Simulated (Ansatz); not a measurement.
Write the native input for Ansatz 0.2.0 that does the following.

```yaml
Task: single point
Functional: PBE
Potentials_or_basis: Ansatz PAW
Cutoff: "420 eV (not typed: the program's choice for these potentials)"
k_mesh: 12 × 12 × 12
Occupations: gaussian, width 0.021 eV
Spin: no spin polarisation
```

The system is Rh.

```xyz
1
Lattice="0.0000 1.8979 1.8979 1.8979 0.0000 1.8979 1.8979 1.8979 0.0000" Properties=species:S:1:pos:R:3 pbc="T T T"
Rh    0.0000    0.0000    0.0000
```

One way to write it, as run:

input.yaml

```yaml
crystal:
  lattice:
    - [0.0, 1.89785, 1.89785]
    - [1.89785, 0.0, 1.89785]
    - [1.89785, 1.89785, 0.0]
  atoms:
    - { symbol: Rh, position: [0.0, 0.0, 0.0] }
hamiltonian:
  xc: pbe
  pseudopotentials: { kind: paw }
kpoints:
  mp_grid: { grid: [12, 12, 12] }
scf:
  occupations: { method: gaussian, width: 0.021 }
output:
  forces: true
  stress: true
  eigenvalues: true
  write_density: true
  write_potential: true
  elf: true
  volumetric_format: npy
```

Potentials or basis: Ansatz PAW.

Run with:

```bash
$ ansatz run input.yaml --threads 2 --pin off --max-ram 5632MiB --backend cpu --events-out ev --progress --plain --runs-dir out
```

Results of the run:

* Pressure: 7.2 GPa
* Band gap on the k mesh: none (metal or under the smearing width)

Run time: 0.71 s on 2 threads of Arm Neoverse V1 (shared host), peak memory 0.26 GiB.
